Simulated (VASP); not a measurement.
# Si (P6/mmm) in VASP: further runs

Aim: see how the results for Si move with the level of theory and the settings. Levels: PBEsol, r2SCAN50, PBEsol+D4. Tasks: electron localisation function, single point.

All numbers are computed with VASP 6.6.1; they aren't measurements. Logs are shortened: lines on timing, memory, paths and dates and some standing lists are left out, and cuts for length are marked.

**1. The crystal as given**

Symmetry: P6/mmm, No. 191, hexagonal system. Conventional cell: a = 2.621 Å, b = 2.621 Å, c = 2.466 Å, α = 90.00°, β = 90.00°, γ = 120.00°. Si (site symmetry 6/mmm) has 8 Si at 2.47 to 2.62 Å as nearest neighbours.

This isn't the form of Si at room conditions, which is diamond.

**2. Electron localisation function, PBEsol, collinear spin, ferromagnetic start**

The input, INCAR:

```
SYSTEM = Si
ALGO = Normal
EDIFF = 1E-7
ENCUT = 600
GGA = PS
ISIF = 2
ISMEAR = -1
ISPIN = 2
ISYM = 1
LASPH = .TRUE.
LCHARG = .TRUE.
LELF = .TRUE.
LORBIT = 11
LREAL = .FALSE.
LWAVE = .FALSE.
MAGMOM = 0.5
NELECT = 3.9
NELM = 100
PREC = Accurate
SIGMA = 0.05
```

The input, KPOINTS:

```
k-points
0
G
  12 12 11
  0 0 0
```

The input, POSCAR:

```
Si
1.0
    2.6205428149      0.0000000000      0.0000000000
   -1.3102714075      2.2694566494      0.0000000000
    0.0000000000      0.0000000000      2.4663543900
Si
1
Cartesian
    0.0000000000      0.0000000000      0.0000000000
```

Potentials or basis: VASP PAW PBE potentials, release 64 (Si_GW).

Run with:

```console
$ cat potpaw_PBE.64/Si_GW/POTCAR > POTCAR
$ mpirun -np 1 vasp_std > vasp.out
```

OUTCAR:

```text
SYSTEM = Si
   EDIFF = 1E-7
   ENCUT = 600
   GGA = PS
   ISIF = 2
   ISMEAR = -1
   ISPIN = 2
   ISYM = 1
   LASPH = .TRUE.
   LORBIT = 11
   LREAL = .FALSE.
   NELECT = 3.9
   NELM = 100
   PREC = Accurate

 ion  position               nearest neighbor table
   1  0.000  0.000  0.000-

  LATTYP: Found a hexagonal cell.
 ALAT       =     2.6205428149
 C/A-ratio  =     0.9411616463

  Lattice vectors:

 A1 = (   2.6205428149,   0.0000000000,   0.0000000000)
 A2 = (  -1.3102714075,   2.2694566494,   0.0000000000)
 A3 = (   0.0000000000,   0.0000000000,   2.4663543900)

Analysis of symmetry for initial positions (statically):
=====================================================================
 Subroutine PRICEL returns:
 Original cell was already a primitive cell.

 Routine SETGRP: Setting up the symmetry group for a
 hexagonal supercell.

 Subroutine GETGRP returns: Found 24 space group operations
 (whereof 24 operations were pure point group operations)
 out of a pool of 24 trial point group operations.

The static configuration has the point symmetry D_6h.

Analysis of symmetry for dynamics (positions and initial velocities):
=====================================================================
 Subroutine PRICEL returns:
 Original cell was already a primitive cell.

 Routine SETGRP: Setting up the symmetry group for a
 hexagonal supercell.

 Subroutine GETGRP returns: Found 24 space group operations
 (whereof 24 operations were pure point group operations)
 out of a pool of 24 trial point group operations.

The dynamic configuration has the point symmetry D_6h.

Analysis of structural, dynamic, and magnetic symmetry:
=====================================================================
 Subroutine PRICEL returns:
 Original cell was already a primitive cell.

 Routine SETGRP: Setting up the symmetry group for a
 hexagonal supercell.

 Subroutine GETGRP returns: Found 24 space group operations
 (whereof 24 operations were pure point group operations)
 out of a pool of 24 trial point group operations.

The overall configuration has the point symmetry D_6h.

 Subroutine INISYM returns: Found 24 space group operations
 (whereof 24 operations are pure point group operations),
 and found     1 'primitive' translations

----------------------------------------------------------------------------------------

                                     Primitive cell

  volume of cell :      14.6679

  direct lattice vectors                    reciprocal lattice vectors
     2.620542815  0.000000000  0.000000000     0.381600329  0.220317053  0.000000000
    -1.310271407  2.269456649  0.000000000     0.000000000  0.440634105  0.000000000
     0.000000000  0.000000000  2.466354390     0.000000000  0.000000000  0.405456736

  length of vectors
     2.620542815  2.620542815  2.466354390     0.440634105  0.440634105  0.405456736

  position of ions in fractional coordinates (direct lattice)
     0.000000000  0.000000000  0.000000000

  ion indices of the primitive-cell ions
   primitive index   ion index
                 1           1

----------------------------------------------------------------------------------------

 KPOINTS: k-points

Automatic generation of k-mesh.
 Grid dimensions read from file:
 generate k-points for:   12   12   11

 Generating k-lattice:

  Cartesian coordinates                     Fractional coordinates (reciprocal lattice)
     0.031800027  0.018359754  0.000000000     0.083333333  0.000000000  0.000000000
     0.000000000  0.036719509  0.000000000     0.000000000  0.083333333  0.000000000
     0.000000000  0.000000000  0.036859703     0.000000000  0.000000000  0.090909091

  Length of vectors
     0.036719509  0.036719509  0.036859703

  Shift w.r.t. Gamma in fractional coordinates (k-lattice)
     0.000000000  0.000000000  0.000000000

 Subroutine IBZKPT returns following result:
 ===========================================

 Found    114 irreducible k-points:

 Following reciprocal coordinates:
            Coordinates               Weight
  0.000000  0.000000  0.000000      1.000000
  0.083333  0.000000  0.000000      6.000000
  0.166667  0.000000  0.000000      6.000000
  0.250000  0.000000  0.000000      6.000000
  0.333333  0.000000  0.000000      6.000000
  0.416667  0.000000  0.000000      6.000000
[... 16 lines left out ...]
  0.250000  0.000000  0.090909     12.000000
  0.333333  0.000000  0.090909     12.000000
 [... further k-points ...]
   k-points           NKPTS =    114   k-points in BZ     NKDIM =    114   number of bands    NBANDS=      6
   number of dos      NEDOS =    301   number of ions     NIONS =      1
   total plane-waves  NPLWV =  11520
   dimension x,y,z NGX =    24 NGY =   24 NGZ =   20
   dimension x,y,z NGXF=    48 NGYF=   48 NGZF=   40
   ions per type =               1
   NGX,Y,Z   is equivalent  to a cutoff of  15.23, 15.23, 13.48 a.u.
   NGXF,Y,Z  is equivalent  to a cutoff of  30.45, 30.45, 26.96 a.u.
 SYSTEM =  Si
   PREC   = accura    normal or accurate (medium, high low for compatibility)
   ISTART =      0    job   : 0-new  1-cont  2-samecut
   ICHARG =      2    charge: 1-file 2-atom 10-const
   ISPIN  =      2    spin polarized calculation?
   LNONCOLLINEAR =      F non collinear calculations
   LSORBIT =      F    spin-orbit coupling
   LASPH  =      T    aspherical Exc in radial PAW
   ENCUT  =  600.0 eV  44.10 Ry    6.64 a.u.   5.23  5.23  4.93*2*pi/ulx,y,z
   NELM   =    100;   NELMIN=  2; NELMDL= -5     # of ELM steps
   EDIFF  = 0.1E-06   stopping-criterion for ELM
   LREAL  =      F    real-space projection
   EDIFFG = 0.1E-05   stopping-criterion for IOM
   NSW    =      0    number of steps for IOM
   IBRION =     -1    ionic relax: 0-MD 1-quasi-New 2-CG
   NFREE  =      0    steps in history (QN), initial steepest desc. (CG)
   ISIF   =      2    stress and relaxation
   ISYM   =      1    0-nonsym 1-usesym 2-fastsym
   POTIM  = 0.5000    time-step for ionic-motion
   TEBEG  =    0.0;   TEEND  =   0.0 temperature during run
   PSTRESS=    0.0 pullay stress
   NELECT =       3.9000    total number of electrons
   NUPDOWN=      -1.0000    fix difference up-down
   EMIN   =  10.00;   EMAX   =-10.00  energy-range for DOS
   EFERMI =   0.00;   METHOD = LEGACY
   ISMEAR =    -1;   SIGMA  =   0.05  broadening in eV -4-tet -1-fermi 0-gaus
   EFERMI_NEDOS =   21; number of points for ismear=-14 and -15
   IALGO  =     38    algorithm
   IMIX   =      4    mixing-type and parameters
     AMIX     =   0.40;   BMIX     =  1.00
     AMIX_MAG =   1.60;   BMIX_MAG =  1.00
  volume/ion in A,a.u.               =      14.67        98.98
  Fermi-wavevector in a.u.,A,eV,Ry     =   1.052705  1.989325 15.077820  1.108189
  Thomas-Fermi vector in A             =   2.187798
   LORBIT       =     11    0 simple, 1 ext, 2 COOP (PROOUT), +10 PAW based schemes
   GGA     = PS    functional components
   LHFCALC =     F    Hartree Fock is set to
   AEXX    =    0.0000 exact exchange contribution
   IVDW    =     0    specifies the selected vdW correction
   LEPSILON=     F    determine dielectric tensor
   LRPA    =     F    only Hartree local field effects (RPA)
 spin polarized calculation
  energy-cutoff  :      600.00
  volume of cell :       14.67
 maximum number of plane-waves:       501
 NGX is ok and might be reduce to    24
   NGX = 11   NGY = 11   NGZ =  9

 number of electron       3.9000000 magnetization       0.0007680

 number of electron       3.9000000 magnetization      -0.0000225

 Free energy of the ion-electron system (eV)
  ---------------------------------------------------
  ext. energy  EPLUGINS =         0.00000000
  ---------------------------------------------------
  free energy    TOTEN  =        -6.46087892 eV

  energy without entropy =       -6.45710427  energy(sigma->0) =       -6.45899160

 E-fermi :   8.9468     XC(G=0): -11.0393

 val. band max:        8.9370776832   @ k =   0.2500   0.0833   0.2727
 cond. band min:       9.0329742226   @ k =   0.1667   0.1667   0.2727
 fundamental gap:      0.0958965393
 Fermi energy:         8.9467997597

 spin component 1

 k-point     1 :       0.0000    0.0000    0.0000
  band No.  band energies     occupation
      1      -4.9283      1.00000
      2      16.7255      0.00000
      3      17.1988      0.00000
      4      19.5537      0.00000
      5      19.5537      0.00000
      6      21.4502      0.00000

 k-point     2 :       0.0833    0.0000    0.0000
  band No.  band energies     occupation
      1      -4.7334      1.00000
      2      15.9118      0.00000
      3      17.3619      0.00000
      4      18.4267      0.00000
      5      18.4473      0.00000
      6      21.5085      0.00000

 k-point     3 :       0.1667    0.0000    0.0000
  band No.  band energies     occupation
      1      -4.1499      1.00000
      2      13.2937      0.00000
      3      17.0011      0.00000
      4      17.5279      0.00000
      5      17.8500      0.00000
      6      21.6544      0.00000

 k-point     4 :       0.2500    0.0000    0.0000
  band No.  band energies     occupation
      1      -3.1819      1.00000
      2      10.1689      0.00000
      3      15.8494      0.00000
      4      16.8520      0.00000
      5      18.6570      0.00000
      6      22.2796      0.00000
[... 154 lines left out ...]
 k-point    22 :       0.1667    0.0000    0.0909
  band No.  band energies     occupation
      1      -3.9571      1.00000
      2      12.9770      0.00000
      3      15.2537      0.00000
      4      17.1593      0.00000
      5      19.3843      0.00000
      6      23.1300      0.00000

 k-point    23 :       0.2500    0.0000    0.0909
  band No.  band energies     occupation
      1      -2.9900      1.00000
      2      10.2817      0.00000
      3      15.2411      0.00000
      4      16.0097      0.00000
      5      18.6636      0.00000
      6      24.2545      0.00000

 k-point    24 :       0.3333    0.0000    0.0909
  band No.  band energies     occupation
      1      -1.6466      1.00000
      2       7.3310      1.00000
      3      15.1806      0.00000
      4      15.5734      0.00000
      5      18.6266      0.00000
      6      25.3892      0.00000

 [... further k-points ...]

 spin component 2

 k-point     1 :       0.0000    0.0000    0.0000
  band No.  band energies     occupation
      1      -4.9284      1.00000
      2      16.7254      0.00000
      3      17.1988      0.00000
      4      19.5538      0.00000
      5      19.5538      0.00000
      6      21.4501      0.00000

 k-point     2 :       0.0833    0.0000    0.0000
  band No.  band energies     occupation
      1      -4.7334      1.00000
      2      15.9118      0.00000
      3      17.3620      0.00000
      4      18.4267      0.00000
      5      18.4472      0.00000
      6      21.5085      0.00000

 k-point     3 :       0.1667    0.0000    0.0000
  band No.  band energies     occupation
      1      -4.1499      1.00000
      2      13.2936      0.00000
      3      17.0011      0.00000
      4      17.5278      0.00000
      5      17.8501      0.00000
      6      21.6543      0.00000

 k-point     4 :       0.2500    0.0000    0.0000
  band No.  band energies     occupation
      1      -3.1820      1.00000
      2      10.1688      0.00000
      3      15.8494      0.00000
      4      16.8519      0.00000
      5      18.6571      0.00000
      6      22.2795      0.00000
[... 154 lines left out ...]
 k-point    22 :       0.1667    0.0000    0.0909
  band No.  band energies     occupation
      1      -3.9572      1.00000
      2      12.9769      0.00000
      3      15.2537      0.00000
      4      17.1593      0.00000
      5      19.3843      0.00000
      6      23.1300      0.00000

 k-point    23 :       0.2500    0.0000    0.0909
  band No.  band energies     occupation
      1      -2.9901      1.00000
      2      10.2816      0.00000
      3      15.2411      0.00000
      4      16.0097      0.00000
      5      18.6636      0.00000
      6      24.2545      0.00000

 k-point    24 :       0.3333    0.0000    0.0909
  band No.  band energies     occupation
      1      -1.6466      1.00000
      2       7.3310      1.00000
      3      15.1806      0.00000
      4      15.5733      0.00000
      5      18.6266      0.00000
      6      25.3892      0.00000

 [... further k-points ...]
[... 5 lines left out ...]
  --------------------------------------------------------------------------------------
  -------------------------------------------------------------------------------------
  Total       -1.2093828     -1.2093828     -1.0934636      0.0000000      0.0000000      0.0000000
  in kB     -132.1008852   -132.1008852   -119.4390339      0.0000000      0.0000000      0.0000000
  external PRESSURE =    -127.8802681 kB  Pullay stress =       0.0000000 kB

 VOLUME and BASIS-vectors are now :
 -----------------------------------------------------------------------------
  energy-cutoff  :      600.00
  volume of cell :       14.67
      direct lattice vectors                 reciprocal lattice vectors
     2.620542815  0.000000000  0.000000000     0.381600329  0.220317053  0.000000000
    -1.310271407  2.269456649  0.000000000     0.000000000  0.440634105  0.000000000
     0.000000000  0.000000000  2.466354390     0.000000000  0.000000000  0.405456736

 POSITION                                       TOTAL-FORCE (eV/Angst)
 -----------------------------------------------------------------------------------
      0.00000      0.00000      0.00000         0.000000      0.000000      0.000000
 -----------------------------------------------------------------------------------
    total drift:                                0.000000      0.000000     -0.000000

  FREE ENERGIE OF THE ION-ELECTRON SYSTEM (eV)
  ---------------------------------------------------
  free  energy   TOTEN  =        -6.4608789209 eV

  energy  without entropy=       -6.4571042711  energy(sigma->0) =       -6.45899160

 total charge

# of ion       s       p       d       tot
------------------------------------------
    1        0.774   0.779   0.088   1.640

 magnetization (x)

# of ion       s       p       d       tot
------------------------------------------
    1        0.000   0.000  -0.000   0.000
```

It took 23 s on 1 thread of AMD EPYC 7R13 (Zen 3), shared host; peak memory 0.13 GiB.

These settings aren't checked as converged (typed here: ISYM = 1; NELECT = 3.9): the numbers below hold their error.

Results:

| Item | Value |
| --- | --- |
| Free energy | -6.4609 eV |
| Band gap on the k mesh | none (metal or under the smearing width) |
| Net moment | 0.00 μB per cell |
| Valence electrons inside the program's atomic spheres | Si 1.64 |

Caveat: the cell is charged against a uniform background, so pressure and absolute levels hang on convention; the PAW data sets were made with another functional, which shifts forces and pressure a little.

[end of part 1 of 3]
